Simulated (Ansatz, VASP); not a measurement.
## Mg: VASP beside Ansatz

INCAR

```
  PREC = Accurate
  ENCUT = 520
  EDIFF = 1E-6
  ISMEAR = -1
  SIGMA = 0.1
  LREAL = F
  LASPH = T
  NELM = 80
  ALGO = Normal
  ISIF = 2
  LWAVE = F
  LCHARG = F
  GGA = PE
  NBANDS = 9
```

The input KPOINTS:

```
Automatic mesh
0
Gamma
  12 12 12
```

The input POSCAR:

```
Mg
1.0
    0.0000000000      3.3150155520      3.3150155520
    3.3150155520      0.0000000000      3.3150155520
    3.3150155520      3.3150155520      0.0000000000
Mg
2
Direct
   -0.1250000000     -0.1250000000     -0.1250000000
    0.1250000000      0.1250000000      0.1250000000
```

Input for Ansatz:

```yaml
crystal:
  lattice:
    - [0.0, 3.315015552, 3.315015552]
    - [3.315015552, 0.0, 3.315015552]
    - [3.315015552, 3.315015552, 0.0]
  atoms:
    - { symbol: Mg, position: [-0.125, -0.125, -0.125] }
    - { symbol: Mg, position: [0.125, 0.125, 0.125] }
kpoints:
  mp_grid: { grid: [12, 12, 12] }
scf:
  occupations: { method: fermi_dirac, width: 0.1 }
hamiltonian:
  xc: pbe
  pseudopotentials: { kind: all_electron, lapw: { basis_error: 0.001 } }
output:
  forces: true
  stress: true
  eigenvalues: true
  populations: true
```

Change from the starting cell: volume scaled by 0.9, LAPW.

Alike in both runs: task single point; functional PBE; k mesh 12 × 12 × 12; occupations fermi-dirac, width 0.1 eV; no spin polarisation.

|  | VASP | Ansatz |
| --- | --- | --- |
| version | VASP 6.6.1 | Ansatz 0.2.0 |
| potentials or method | VASP PAW PBE potentials, release 64 (Mg) | all-electron LAPW, scalar-relativistic |
| plane-wave cutoff (eV) | 520 | see its input |

|  | VASP | Ansatz | Ansatz less VASP |
| --- | --- | --- | --- |
| pressure (GPa) | 1.4 | 1.4 | +0.01 |

Ansatz ran all-electron here, so the differences hold the error of VASP's frozen core and of both bases.
